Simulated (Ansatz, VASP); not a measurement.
**Two plane-wave programs on Ni**

```
CELL_PARAMETERS angstrom
2.44802 0.00000 0.00000
-1.22401 2.12005 0.00000
0.00000 0.00000 4.07281
ATOMIC_POSITIONS crystal
Ni 0.66667 0.33333 0.75000
Ni 0.33333 0.66667 0.25000
```

This isn't the form of Ni at room conditions, which is fcc.

Alike in both runs: functional r2SCAN; dispersion rVV10; k mesh 12 × 12 × 7; occupations fermi-dirac, width 0.1 eV; collinear spin; Hubbard terms Ni d U = 3.5 eV.

|  | VASP | Ansatz |
| --- | --- | --- |
| version | VASP 6.6.1 | Ansatz 0.2.0 |
| potentials or method | VASP PAW PBE potentials, release 64 (Ni) | Ansatz PAW |
| plane-wave cutoff (eV) | 520 | 500 |
| valence electrons in the cell | 20 | 36 |
| task | single point | band structure |

Ansatz gave:

```
gap on the k mesh at the Fermi level (eV)                     : none
pressure (GPa)                                                : 17.1
largest component of the traceless stress (GPa)               : 5.23
net moment per atom (μB)                                      : 0.87
size of the moment on the site where the two differ most (μB) : 0.91
```

Question: Which values does VASP return?

Answer: gap on the k mesh at the Fermi level (eV): none; pressure (GPa): 8.9; largest component of the traceless stress (GPa): 5.57; net moment per atom (μB): 0.88; size of the moment on the site where the two differ most (μB): 0.90.

Site moments also hang on the region over which each program counts them. The programs project onto different local orbitals, so the same U acts differently. A gap of «none» marks a metal or a gap that the smearing closes. The two sets of potentials don't hold the same shells in valence.

Caveats: the U is typed as a test and isn't derived for this compound; the PAW data sets were made with another functional, which shifts forces and pressure a little (VASP); the magnetic or orbital state may not be the lowest (Ansatz); the PAW data sets come from PBE, with cores solved anew for the run's functional, which leaves a small shift of forces and pressure (Ansatz). The state reached can hang on the start; a lower one may exist.
